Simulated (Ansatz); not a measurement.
# SnSe: the cost of one run

Program: Ansatz 0.2.0. Level of theory: DFT PBE, scalar-relativistic, plane waves, PAW. These are calculated values, not measurements.

1 further run of the same task is left out (set aside as unsound or not needed).

### Step 1. The starting structure

The structure is trigonal, space group R3m (No. 160). The conventional cell has a = 4.104 Å, b = 4.104 Å, c = 11.025 Å, α = 90.00°, β = 90.00°, γ = 120.00°. Sb (site symmetry 3m) is surrounded by 3 As at 2.75 Å. As (site symmetry 3m) is surrounded by 3 Sb at 2.75 Å.

Structure file:

```cif
data_structure
_symmetry_space_group_name_H-M 'R3m:H'
_symmetry_Int_Tables_number 160
_cell_length_a 4.1036
_cell_length_b 4.1036
_cell_length_c 11.0250
_cell_angle_alpha 90.000
_cell_angle_beta 90.000
_cell_angle_gamma 120.000
_cell_volume 160.79
loop_
_atom_site_label
_atom_site_type_symbol
_atom_site_symmetry_multiplicity
_atom_site_Wyckoff_symbol
_atom_site_fract_x
_atom_site_fract_y
_atom_site_fract_z
_atom_site_occupancy
Sb1 Sb 3 a 0.66667 0.33333 0.10295 1
As1 As 3 a 0.00000 0.00000 0.23039 1
```

It goes back to an entry of the Materials Project.

It is the result of an earlier relaxation at this level (volume 26.80 Å³/atom; gap on the mesh: none (metal)).

### Step 2. As → Se, Sb → Sn: the starting cell

SnSe starts from the relaxed positions of SbAs, with all lengths scaled by 1.003, a guess from tabulated radii.

### Step 3. Quick check of gap, pressure and forces (SnSe)

Contents of input.yaml:

```yaml
crystal:
  lattice:
    - [2.0571490401, 1.1876955521, 3.6845509304]
    - [-2.0571490401, 1.1876955521, 3.6845509304]
    - [0.0, -2.3753911041, 3.6845509304]
  atoms:
    - { symbol: Sn, position: [0.2303854115, 0.2303854115, 0.2303854115] }
    - { symbol: Se, position: [0.7696125885, 0.7696125885, 0.7696125885] }
basis:
  ecutwfc: 420
kpoints:
  mp_grid: { grid: [6, 6, 6] }
hamiltonian:
  xc: pbe
scf:
  occupations: { method: gaussian, width: 0.1 }
output:
  forces: true
  stress: true
  eigenvalues: true
```

What time and memory should one allow on 1 thread of an Arm CPU, shared host?

About 7 s, with a peak of 0.33 GiB.
